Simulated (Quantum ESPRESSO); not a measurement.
# Sc in Quantum ESPRESSO: convergence with k mesh

Input of the first run (k mesh 1 × 1 × 1); the others differ in this setting and in those tied to it:

pw.in

```
&CONTROL
  calculation = 'scf'
  prefix = 'pwscf'
  outdir = './tmp'
  pseudo_dir = './pseudo'
  tprnfor = .true.
  tstress = .true.
  disk_io = 'nowf'
/
&SYSTEM
  ibrav = 0
  nat = 1
  ntyp = 1
  ecutwfc = 78
  nbnd = 22
  input_dft = 'pz'
  occupations = 'smearing'
  smearing = 'fd'
  degauss = 0.00734986
  noncolin = .true.
  lspinorb = .true.
/
&ELECTRONS
  conv_thr = 2d-10
  electron_maxstep = 120
  mixing_beta = 0.5
/
ATOMIC_SPECIES
Sc    44.9559 Sc.upf
CELL_PARAMETERS angstrom
  -1.9172054859    1.9172054859    1.7176030000
   1.9172054859   -1.9172054859    1.7176030000
   1.9172054859    1.9172054859   -1.7176030000
ATOMIC_POSITIONS crystal
Sc     0.0000000000    0.0000000000    0.0000000000
K_POINTS automatic
1 1 1 0 0 0
```

Potentials or basis: PseudoDojo 0.4 FR PBEsol stringent.

Run with:

```console
$ OMP_NUM_THREADS=1 pw.x -in pw.in > pw.out
```

This isn't the form of Sc at room conditions, which is hcp.

Hardware: 1 thread of Arm Neoverse V1, with other jobs on the host.

Q: The values tried are 1 × 1 × 1, 2 × 2 × 2, 4 × 4 × 4, 5 × 5 × 5, 6 × 6 × 6, 7 × 7 × 7, 8 × 8 × 8, 10 × 10 × 10, 11 × 11 × 11, loosest first. From which on does the energy stay within 1 meV/atom of the tightest run that finished?

A: From 7 × 7 × 7 on.

```csv
k mesh,"energy less the tightest run, at zero smearing (meV/atom)",pressure (GPa),SCF cycles,CPU time (s),peak memory (GiB)
1 × 1 × 1,-4345.82,3.55,9,1.9,0.07
2 × 2 × 2,-374.14,-16.14,8,5.8,0.07
4 × 4 × 4,-37.91,-5.20,9,19,0.09
5 × 5 × 5,13.54,-5.01,8,24,0.09
6 × 6 × 6,-3.77,-5.09,8,41,0.1
7 × 7 × 7,0.40,-5.00,9,57,0.12
8 × 8 × 8,0.64,-5.05,9,89,0.15
10 × 10 × 10,0.75,-5.03,9,160,0.2
11 × 11 × 11,0.00,-5.03,9,200,0.23
```

Against the tightest run, the pressure stays within 0.1 GPa from 5 × 5 × 5 on. Meshes of other sizes hit other points, so gaps and Fermi surfaces needn't settle smoothly. The tightest run that finished is the yardstick and may itself not be fully converged.

Caveat, for the tightest run too: the potentials were made for another functional, which shifts forces and pressure.
